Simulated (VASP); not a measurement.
Crystal: InAs.

```
CELL_PARAMETERS angstrom
0.00000 3.01800 3.01800
3.01800 0.00000 3.01800
3.01800 3.01800 0.00000
ATOMIC_POSITIONS crystal
In 0.00000 0.00000 0.00000
As 0.75000 0.75000 0.75000
```

| Item | Value |
| --- | --- |
| Program | VASP 6.6.1 |
| Task | relaxation of cell and atoms |
| Functional | PBE |
| Potentials or basis | VASP PAW PBE potentials, release 64 (In_d_GW, As_GW) |
| Cutoff | 680 eV |
| k mesh | 8 × 8 × 8 |
| Occupations | fermi-dirac, width 0.05 eV |
| Spin | no spin polarisation |

At the start: pressure 4.1 GPa; volume 27.49 Å³/atom.

Problem. How do energy, volume and symmetry change on relaxing?

Solution. Over 12 steps the energy falls by 26.2 meV/atom and the volume is 29.55 Å³/atom (+7.5 %); space group F-43m (No. 216, to 0.05 Å).

The path:
| step | energy change (eV) | largest force (eV/Å) | pressure (GPa) | volume (Å³) |
| --- | --- | --- | --- | --- |
| 1 | 0.0000 | 0.0000 | 4.14 | 54.98 |
| 2 | -0.0456 | 0.0000 | -1.51 | 60.83 |
| 3 | -0.0523 | 0.0000 | -0.18 | 59.11 |
| 4 | -0.0522 | 0.0000 | 0.61 | 58.92 |
| 5 | -0.0523 | 0.0000 | 0.15 | 59.02 |
| 6 | -0.0523 | 0.0000 | 0.10 | 59.03 |
| 7 | -0.0523 | 0.0000 | 0.08 | 59.05 |
| 8 | -0.0523 | 0.0000 | 0.11 | 59.05 |
| 9 | -0.0523 | 0.0000 | 0.10 | 59.05 |
| 10 | -0.0523 | 0.0000 | 0.11 | 59.06 |
| 11 | -0.0523 | 0.0000 | 0.09 | 59.07 |
| 12 | -0.0523 | 0.0000 | 0.05 | 59.09 |

Final structure:
```yaml
crystal:
  lattice:
    - [0.00000, 3.09145, 3.09145]
    - [3.09145, 0.00000, 3.09145]
    - [3.09145, 3.09145, 0.00000]
  atoms:
    - { symbol: In, position: [0.00000, 0.00000, 0.00000] }
    - { symbol: As, position: [0.75000, 0.75000, 0.75000] }
```
